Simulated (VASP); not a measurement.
Se: single point with revPBE

Se:

```
CELL_PARAMETERS angstrom
3.70062 0.00000 0.00000
-1.85031 3.20483 0.00000
0.00000 0.00000 3.85584
ATOMIC_POSITIONS crystal
Se 0.33333 0.66667 0.25000
Se 0.66667 0.33333 0.75000
```

This isn't the form of Se at room conditions, which is trigonal, of chains.

| Quantity | Value |
| --- | --- |
| Program | VASP 6.6.1 |
| Task | single point |
| Functional | revPBE |
| Potentials or basis | VASP PAW PBE potentials, release 64 (Se) |
| Cutoff | 520 eV |
| k mesh | 16 × 16 × 13 |
| Occupations | fermi-dirac, width 0.1 eV |
| Spin | no spin polarisation |
| Dipole correction | no |
| Further INCAR settings | ALGO = Normal; EDIFF = 1e-06; NBANDS = 13 |

- Pressure: -0.1 GPa
- Band gap on the k mesh: none (metal or under the smearing width)

Stress tensor (GPa, compression positive):
```
 0.20  0.00  0.00
 0.00  0.20  0.00
 0.00  0.00 -0.80
```

Levels at points of the mesh, in eV from the Fermi level:
```
           k point  band 2  band 3  band 4  band 5  band 6  band 7  band 8  band 9  band 10  band 11
(0.00, 0.00, 0.00)  -10.23   -4.59   -2.26   -2.26    0.79    0.79    3.23    4.34     7.25     9.99
(0.50, 0.00, 0.00)  -12.32   -4.06   -3.74   -2.61   -0.70   -0.54    2.17    4.33     9.75     9.84
```

It took 33 s on 1 thread of Intel(R) Xeon(R) 6975P-C (Granite Rapids), on a shared host, peak memory 0.23 GiB.

Caveat: the PAW data sets were made with another functional, which shifts forces and pressure a little.
